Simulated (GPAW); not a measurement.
Wanted: an ASE script for a GPAW 26.7.0 run.

| Property | Result |
| --- | --- |
| Task | band structure |
| Functional | LDA |
| Potentials or basis | JTH PAW 2.0, LDA |
| Cutoff | 600 eV |
| Basis | pw |
| k mesh | 6 × 6 × 6 |
| Occupations | fermi-dirac, width 0.05 eV |
| Spin | no spin polarisation |
| Maxiter | 150 |
| Band path | GXWKGLUWLK,UX |
| Band points | 100 |
| Data set | Hg jth, Te jth |

The structure of HgTe (Coloradoite) lies in HgTe.cif:

```cif
data_HgTe
_cell_length_a 6.42900000
_cell_length_b 6.42900000
_cell_length_c 6.42900000
_cell_angle_alpha 90.00000000
_cell_angle_beta 90.00000000
_cell_angle_gamma 90.00000000
_space_group_name_H-M_alt 'F-43m'
_space_group_name_Hall 'F -4 2 3'
_space_group_IT_number 216
loop_
_space_group_symop_operation_xyz
'x,y,z'
'y,-x,-z'
'-x,-y,z'
'-y,x,-z'
'x,-y,-z'
'y,x,z'
'-x,y,-z'
'-y,-x,z'
'z,x,y'
'-z,y,-x'
'z,-x,-y'
'-z,-y,x'
'-z,x,-y'
'z,y,x'
'-z,-x,y'
'z,-y,-x'
'y,z,x'
'-x,-z,y'
'-y,z,-x'
'x,-z,-y'
'-y,-z,x'
'x,z,y'
'y,-z,-x'
'-x,z,-y'
'x,y+1/2,z+1/2'
'y,-x+1/2,-z+1/2'
'-x,-y+1/2,z+1/2'
'-y,x+1/2,-z+1/2'
'x,-y+1/2,-z+1/2'
'y,x+1/2,z+1/2'
'-x,y+1/2,-z+1/2'
'-y,-x+1/2,z+1/2'
'z,x+1/2,y+1/2'
'-z,y+1/2,-x+1/2'
'z,-x+1/2,-y+1/2'
'-z,-y+1/2,x+1/2'
'-z,x+1/2,-y+1/2'
'z,y+1/2,x+1/2'
'-z,-x+1/2,y+1/2'
'z,-y+1/2,-x+1/2'
'y,z+1/2,x+1/2'
'-x,-z+1/2,y+1/2'
'-y,z+1/2,-x+1/2'
'x,-z+1/2,-y+1/2'
'-y,-z+1/2,x+1/2'
'x,z+1/2,y+1/2'
'y,-z+1/2,-x+1/2'
'-x,z+1/2,-y+1/2'
'x+1/2,y,z+1/2'
'y+1/2,-x,-z+1/2'
'-x+1/2,-y,z+1/2'
'-y+1/2,x,-z+1/2'
'x+1/2,-y,-z+1/2'
'y+1/2,x,z+1/2'
'-x+1/2,y,-z+1/2'
'-y+1/2,-x,z+1/2'
'z+1/2,x,y+1/2'
'-z+1/2,y,-x+1/2'
'z+1/2,-x,-y+1/2'
'-z+1/2,-y,x+1/2'
'-z+1/2,x,-y+1/2'
'z+1/2,y,x+1/2'
'-z+1/2,-x,y+1/2'
'z+1/2,-y,-x+1/2'
'y+1/2,z,x+1/2'
'-x+1/2,-z,y+1/2'
'-y+1/2,z,-x+1/2'
'x+1/2,-z,-y+1/2'
'-y+1/2,-z,x+1/2'
'x+1/2,z,y+1/2'
'y+1/2,-z,-x+1/2'
'-x+1/2,z,-y+1/2'
'x+1/2,y+1/2,z'
'y+1/2,-x+1/2,-z'
'-x+1/2,-y+1/2,z'
'-y+1/2,x+1/2,-z'
'x+1/2,-y+1/2,-z'
'y+1/2,x+1/2,z'
'-x+1/2,y+1/2,-z'
'-y+1/2,-x+1/2,z'
'z+1/2,x+1/2,y'
'-z+1/2,y+1/2,-x'
'z+1/2,-x+1/2,-y'
'-z+1/2,-y+1/2,x'
'-z+1/2,x+1/2,-y'
'z+1/2,y+1/2,x'
'-z+1/2,-x+1/2,y'
'z+1/2,-y+1/2,-x'
'y+1/2,z+1/2,x'
'-x+1/2,-z+1/2,y'
'-y+1/2,z+1/2,-x'
'x+1/2,-z+1/2,-y'
'-y+1/2,-z+1/2,x'
'x+1/2,z+1/2,y'
'y+1/2,-z+1/2,-x'
'-x+1/2,z+1/2,-y'
loop_
_atom_site_label
_atom_site_type_symbol
_atom_site_symmetry_multiplicity
_atom_site_Wyckoff_symbol
_atom_site_fract_x
_atom_site_fract_y
_atom_site_fract_z
_atom_site_occupancy
Hg1 Hg 4 a 0.0000000000 0.0000000000 0.0000000000 1
Te1 Te 4 c 0.2500000000 0.2500000000 0.2500000000 1
```

These files were run (other wordings do the same):

run.py

```python
import spglib
from ase import Atoms
from ase.dft.bandgap import bandgap
from ase.io import read, write
from ase.units import GPa
from gpaw import GPAW, PW, setup_paths

setup_paths.insert(0, '.')

atoms = read('HgTe.cif')
cell, positions, numbers = spglib.find_primitive(
    (atoms.cell[:], atoms.get_scaled_positions(), atoms.numbers), symprec=1e-4)
atoms = Atoms(numbers, cell=cell, scaled_positions=positions, pbc=True)

calc = GPAW(mode=PW(600),
            xc='LDA',
            kpts={'size': (6, 6, 6), 'gamma': True},
            occupations={'name': 'fermi-dirac', 'width': 0.05},
            setups={'Hg': 'jth', 'Te': 'jth'},
            nbands=-9,
            convergence={'density': 1e-05, 'energy': 1e-05},
            maxiter=150,
            txt='gpaw.txt')
atoms.calc = calc
energy = atoms.get_potential_energy()
forces = atoms.get_forces()
stress = atoms.get_stress()
calc.write('gs.gpw')
write('result.traj', atoms)
print(f'Energy: {energy:.6f} eV')
print('Forces (eV/A):')
print(forces.round(4))
print('Stress (GPa):', (stress / GPa).round(3))
print('Fermi level:', round(calc.get_fermi_level(), 4), 'eV')
print(f'Gap: {bandgap(calc)[0]:.4f} eV, direct: {bandgap(calc, direct=True)[0]:.4f} eV')

path = atoms.cell.bandpath('GXWKGLUWLK,UX', npoints=100, eps=1e-4)
bs_calc = calc.fixed_density(kpts=path, symmetry='off', nbands=-21,
                             convergence={'bands': 'CBM+6.0', 'eigenstates': 1e-6}, txt='bands.txt')
bs = bs_calc.band_structure()
bs.write('bs.json')
print(f'Gap on the path: {bandgap(bs_calc)[0]:.4f} eV')
```

Potentials or basis: JTH PAW 2.0, LDA, pw.

Run with:

```bash
$ OMP_NUM_THREADS=1 python run.py
```

It gave:

* Pressure: 0.5 GPa
* Band gap along the path: none (metal or under the smearing width)

Caveat: the program truncates these outside data sets; spin-orbit coupling is left out, which moves the levels of the heavy elements.

Wall time 2.3 min on 1 thread of Intel(R) Xeon(R) Platinum 8488C (Sapphire Rapids) (shared host), peak memory 0.34 GiB.
